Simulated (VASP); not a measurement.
## How biaxial strain in the (110) plane changes GaN (F-43m)

Strain engineering needs slopes: what does biaxial strain in the (110) plane do to the lattice and the band edges of GaN?

Calculated with VASP 6.6.1; LDA; plane waves and PAW (Ga_d, N); cell typed or built by script, in the first sound run; inputs show where later runs differ.

Report form: the programs' logs are mostly left out.

### Step 1. Starting point

Symmetry: F-43m, No. 216, cubic system. Conventional cell: a = 4.500 Å, b = 4.500 Å, c = 4.500 Å, α = 90.00°, β = 90.00°, γ = 90.00°. Ga has 4 N at 1.95 Å nearest. Nearest to N lie 4 Ga at 1.95 Å. Farther neighbours and most contacts between anions are not listed.

### Step 2. Relax the crystal, LDA

The series starts from the cell that this level prefers, so that zero strain is near zero stress.

This step took 2 runs in a row; the last is shown.

Level: LDA; plane waves and PAW (Ga_d, N); cell typed or built by script.

The input, INCAR:

```
SYSTEM = GaN
PREC = Accurate
ENCUT = 600
EDIFF = 1E-07
NELM = 120
ISMEAR = 0
SIGMA = 0.02
LREAL = .FALSE.
ALGO = Normal
GGA = CA
NBANDS = 15
LASPH = .TRUE.
LORBIT = 11
LWAVE = .FALSE.
LCHARG = .FALSE.
KPAR = 16
IBRION = 2
NSW = 40
ISIF = 3
EDIFFG = -0.005
POTIM = 0.4
```

The input, POSCAR:

```
GaN
1.0
    0.0000000000      2.2313343091      2.2313343091
    2.2313343091      0.0000000000      2.2313343091
    2.2313343091      2.2313343091      0.0000000000
Ga N
1 1
Direct
    0.0000000000      0.0000000000      0.0000000000
    0.2500000000      0.2500000000      0.2500000000
```

The input, KPOINTS:

```
Automatic mesh
0
Gamma
11 11 11
0 0 0
```

The projector-augmented-wave data sets are Ga_d and N (LDA family, release 64).

Launch:

```
mpirun -np 16 vasp_std
```

Elapsed: 5.4 s, on 16 MPI ranks of Intel Xeon Platinum 8259CL at 2.50GHz (Skylake/Cascade Lake), shared host; peak memory 2.6 GiB.

Numbers from this step:

```
energy(sigma→0) of the program : -13.9446 eV
stress, compression positive   : 0.01 along [110], 0.01 across it (mean), GPa
volume                         : 22.219 Å³
ionic steps                    : 1
```

### Step 3. Strain along the normal, LDA

One member in full: the plane is strained by 0.5 %, and the strain along the normal is moved by secant steps until the normal stress is under 0.012 GPa or five steps are spent; the atoms relax at each step.

This step took 3 runs, each at a new trial strain with the atoms of the one before; the last is shown.

Level: LDA; plane waves and PAW (Ga_d, N); cell typed or built by script.

INCAR: that of step 2 with these lines changed.

```diff
@@ -15,7 +15,7 @@
 LCHARG = .FALSE.
-KPAR = 16
-IBRION = 2
-NSW = 40
-ISIF = 3
-EDIFFG = -0.005
-POTIM = 0.4
+KPAR = 4
+IBRION = 1
+NSW = 25
+ISIF = 2
+EDIFFG = -0.004
+POTIM = 0.3
```

The input, POSCAR:

```
GaN
1.0
   -0.0087161250      2.2337748560      2.2424909810
    2.2337748560     -0.0087161250      2.2424909810
    2.2250587300      2.2250587300      0.0000000000
Ga N
1 1
Direct
    0.9993981090      0.9993981090      0.0006018910
    0.2506018910      0.2506018910      0.2493981090
```

KPOINTS is that of step 2.

Launch:

```
mpirun -np 4 vasp_std
```

It took 26 s on 4 MPI ranks; peak memory 0.81 GiB; 99 s of CPU time.

This run gave:

```
energy(sigma→0) of the program : -13.9433 eV
stress, compression positive   : 0.00 along [110], -2.12 across it (mean), GPa
ionic steps                    : 1
```

### Step 4. Band edges, HSE06

Short lines in KPOINTS_OPT sample the zone centre along and across the normal of the plane, for masses, and the other valleys.

Level: HSE06; plane waves and PAW (Ga_d, N); cell typed or built by script.

The input, INCAR:

```
SYSTEM = GaN
PREC = Accurate
ENCUT = 600
EDIFF = 1E-06
NELM = 100
ISMEAR = 0
SIGMA = 0.02
LREAL = .FALSE.
ALGO = Normal
LHFCALC = .TRUE.
AEXX = 0.25
GGA = PE
HFSCREEN = 0.2
LASPH = .TRUE.
NBANDS = 14
PRECFOCK = Fast
LWAVE = .FALSE.
LCHARG = .FALSE.
KPAR = 4
```

POSCAR is that of step 3.

The input, KPOINTS:

```
Automatic mesh
0
Gamma
6 6 6
0 0 0
```

The input, KPOINTS_OPT:

```
Line mode
6
Line-mode
Reciprocal
  0.00000000   0.00000000   0.00000000
  0.01252035   0.01252035   0.02504071

  0.00000000   0.00000000   0.00000000
 -0.01261845   0.01261845  -0.00000000

  0.31000000   0.31000000   0.00000000
  0.50000000   0.50000000   0.00000000

  0.00000000   0.31000000   0.31000000
  0.00000000   0.50000000   0.50000000

  0.45000000   0.45000000   0.45000000
  0.50000000   0.50000000   0.50000000

  0.45000000   0.00000000   0.00000000
  0.50000000   0.00000000   0.00000000

  0.42500000   0.42500000   0.00000000
  0.42493064   0.44277582   0.01770645

  0.50000000   0.50000000   0.50000000
  0.48738155   0.51261845   0.50000000
```

Launch:

```
mpirun -np 4 vasp_std
```

Wall time 16 min (4 MPI ranks); peak memory 1.2 GiB.

This run gave:

- energy(sigma→0) of the program: -14.7668 eV

### Step 5. The whole series

Hybrid runs start from orbitals of a short LDA run, not shown.

Runs beyond LDA use the data sets made with LDA; this shifts their levels slightly, and their total energies have another zero.

The other members went through these steps as far as the tables show, with the same cutoff and, step by step, the same mesh; 44 runs are not shown. The session took 13 core hours (wall time by ranks) on a shared machine.

```
in-plane strain (%)  strain along the normal (%)  mean of the two in-plane stresses, tension positive (GPa)  energy above the unstrained row (meV/atom)  gap on the mesh, LDA (eV)
             -2.000                        1.260                                                     -8.906                                      12.550                      2.003
             -1.500                        0.922                                                     -6.650                                       7.106                      1.996
             -1.000                        0.604                                                     -4.396                                       3.210                      1.982
             -0.500                        0.294                                                     -2.184                                       0.848                      1.963
                  0                        0.000                                                     -0.010                                       0.000                      1.940
              0.500                       -0.281                                                      2.120                                       0.649                      1.859
              1.000                       -0.548                                                      4.210                                       2.765                      1.776
              1.500                       -0.804                                                      6.245                                       6.322                      1.690
              2.000                       -1.052                                                      8.236                                      11.290                      1.603
```

Slopes at zero strain, from cubics through all rows: strain ratio -0.574, stress over strain 431 GPa.

Band edges at HSE06, counted from the valence-band top at Γ, with one row partly withheld:

```
in-plane strain (%)  gap (eV)  conduction band at Γ (eV)  Δ or X valley along z (eV)  Δ or X valley along x (eV)  lowest conduction level at L, [111] (eV)  lowest conduction level at L, [-111] (eV)  second valence level below the top (eV)  third valence level below the top (eV)
             -2.000     3.314                      3.314                       4.286                       4.457                                     6.622                                      6.259                                    0.046                                   0.223
             -1.500     3.300                      3.300                       4.353                       4.468                                     6.550                                      6.287                                    0.031                                   0.163
             -1.000     3.278                      3.278                       4.408                       4.478                                     6.476                                      6.307                                    0.019                                   0.107
             -0.500     3.252                      3.252                       4.454                       4.485                                     6.402                                      6.320                                    0.009                                   0.053
                  0     3.221                      3.221                       4.492                       4.492                                     6.327                                      6.327                                    0.000                                   0.000
              0.500     3.134                      3.134                       4.469                       4.445                                     6.201                                      6.277                                    0.044                                   0.051
              1.000         ?                          ?                       4.441                       4.400                                     6.077                                      6.222                                    0.088                                   0.099
              1.500     2.952                      2.952                       4.408                       4.356                                     5.954                                      6.162                                    0.131                                   0.146
              2.000     2.858                      2.858                       4.370                       4.312                                     5.833                                      6.100                                    0.175                                   0.190
```

Conduction masses, in electron masses:

```
in-plane strain (%)  conduction mass at Γ, along the strain axis or the normal of the plane  conduction mass at Γ, across the strain axis or in the plane
             -2.000                                                                   0.199                                                         0.228
             -1.500                                                                   0.200                                                         0.222
             -1.000                                                                   0.200                                                         0.215
             -0.500                                                                   0.202                                                         0.208
                  0                                                                   0.202                                                         0.202
              0.500                                                                   0.201                                                         0.194
              1.000                                                                   0.201                                                         0.190
              1.500                                                                   0.202                                                         0.184
              2.000                                                                   0.200                                                         0.177
```

### Step 6. A fit to the known rows

The quantity to fit is the conduction level at Γ above the mean of the three top valence levels at HSE06: 3.404, 3.364, 3.320, 3.273, 3.221, 3.165, 3.045, 2.980 eV in the rows shown.

A least-squares parabola through the 8 rows shown, with e the strain in %: E = − 0.007283 e² − 0.1063 e + 3.221 (eV), r.m.s. residual 5.0e-4 eV.

For the withheld row, e = 1, the fit gives 3.1074 eV.

### Step 7. Checking the prediction

The calculation gives 3.1065 eV, so the prediction is 0.0009 eV too high, within twice the residual of the fit.

### Step 8. Outcome

* ratio of normal to in-plane strain: -0.574
* biaxial modulus: 431 GPa
* gap of the unstrained cell, HSE06: 3.22 eV
* slope at zero strain of the conduction level at Γ above the mean of the three top valence levels, HSE06: -106 meV per %
* error of the predicted row: 0.9 meV

In words: As a check, the curvature of the energy gives 431 GPa for the same modulus (energy per volume = M × strain²), 0 % from the slope of the stress. The energy also has a linear term worth 0.14 GPa that the stress column lacks, a mark of the finite basis. At HSE06 the lowest conduction valley is Γ throughout, and the gap runs between 2.86 and 3.31 eV. Hole masses are left out throughout, since the top bands are degenerate or cross in many series; of conduction masses, those of the Γ, L and (for Si and Ge under (001) strain) Δ valleys are kept where they change by under an eighth between rows. HSE06 ran on a coarser mesh than the semilocal levels. Spin-orbit coupling is left out at HSE06, so the valence splittings there lack it. Δ or X levels are the lowest on their line, refined by a parabola unless they lie at X; the gap is read from all points sampled and can differ from the lowest valley by some meV, or by tens of meV where strain moves the valence top off Γ. Temperature, zero-point motion and excitons are left out.

[Lines on the potential files, build, host, timing and source positions are cut from VASP's logs without a mark.]

[Logs are printed without paths, hosts, clocks, repeated set-up lines and the standing remarks that a program may print on its own settings, such as how far it seeks lower states.]

[Hosts, paths, dates, database ids (printed as entryN), source tags and the programs' standing remarks are cut or masked in the printed files.]

[In band tables of VASP the shares of atoms and orbitals are scaled to a sum of 1 inside the atoms' spheres.]
